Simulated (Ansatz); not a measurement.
**ZnS (Wurtzite-2H) in Ansatz: the effect of exact exchange**

The system is ZnS (Wurtzite-2H).

```xyz
4
Lattice="3.8110 0.0000 0.0000 -1.9055 3.3004 0.0000 0.0000 0.0000 6.2340" Properties=species:S:1:pos:R:3 pbc="T T T"
Zn    1.9055    1.1001    3.1170
Zn    0.0000    2.2003    0.0000
S     1.9055    1.1001    5.5171
S     0.0000    2.2003    2.4001
```

Alike in all runs:

```yaml
Program: Ansatz 0.2.0
Task: single point
Functional: HSE06 form with a typed share of exact exchange
Potentials_or_basis: Ansatz PAW
Cutoff: "420 eV (not typed: the program's choice for these potentials)"
k_mesh: 4 × 4 × 3
Occupations: fermi-dirac, width 0.05 eV
Spin: no spin polarisation
```

```tsv
exact exchange	gap on the mesh (eV)	pressure (GPa)
0.05	2.49	2.4
0.1	2.73	2.2
0.15	2.98	2.1
0.2	?	?
0.25	3.49	1.8
0.3	3.74	1.7
0.4	4.27	1.5
0.5	4.79	1.3
```

**Question.** What does the run with exact exchange 0.2 give?

**Answer.** gap on the mesh 3.23 eV; pressure 1.9 GPa.

Worked out: A straight line through the other rows of the gap on the mesh, of slope 5.12 eV per unit of exact exchange, gives 3.24 eV, against the run's 3.23. A straight line through the other rows of the pressure, of slope -2.41 GPa per unit of exact exchange, gives 2.0 GPa, against the run's 1.9.

Caveats: all runs use coarse meshes; odd divisions of the mesh miss points on the zone boundary, where band edges often lie, so the gap on the mesh can be too wide; the PAW data sets come from PBE, with cores solved anew for the run's functional, which leaves a small shift of forces and pressure; the thresholds are loose for stress.

